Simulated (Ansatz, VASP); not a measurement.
**F in VASP and in Ansatz**

```
CELL_PARAMETERS angstrom
3.18323 -1.80034 -0.24552
3.18323 1.80034 -0.24552
-2.40227 0.00000 7.21350
ATOMIC_POSITIONS crystal
F 0.08485 0.08485 0.09400
F 0.91515 0.91515 0.90600
F 0.50157 0.50157 0.59372
F 0.49843 0.49843 0.40628
```

Change from the starting cell: volume 20.139 Å^3 an atom, stretch along a over the lengths across it, relative to the relaxed cell 1.0162.

Alike in both runs: task single point; functional PBEsol; k mesh 4 × 4 × 2; occupations gaussian, width 0.05 eV; no spin polarisation.

|  | VASP | Ansatz |
| --- | --- | --- |
| version | VASP 6.6.1 | Ansatz 0.2.0 |
| potentials or method | VASP PAW PBE potentials, release 64 (F) | scalar-relativistic, plane waves, PAW |
| plane-wave cutoff (eV) | 520 | 520 |
| valence electrons in the cell | 28 | 28 |

```tsv
	VASP	Ansatz	Ansatz less VASP
gap on the k mesh at the Fermi level (eV)	2.84	2.92	+0.075
least direct gap on the mesh (eV)	2.92	3.00	+0.075
pressure (GPa)	-1.0	-1.3	-0.29
largest component of the traceless stress (GPa)	0.68	1.89	+1.208
rms of the force components (eV/Å)	0.131	0.359	+0.2284
```

Atom by atom the forces differ by 0.228 eV/Å (rms over components). One of these differences is far larger than is usual between the two programs; its cause wasn't traced.

Caveats: the k mesh is coarse (spacing up to 0.51 Å⁻¹), so the values aren't converged; the PAW data sets were made with another functional, which shifts forces and pressure a little (VASP). A k mesh can miss the band edges.
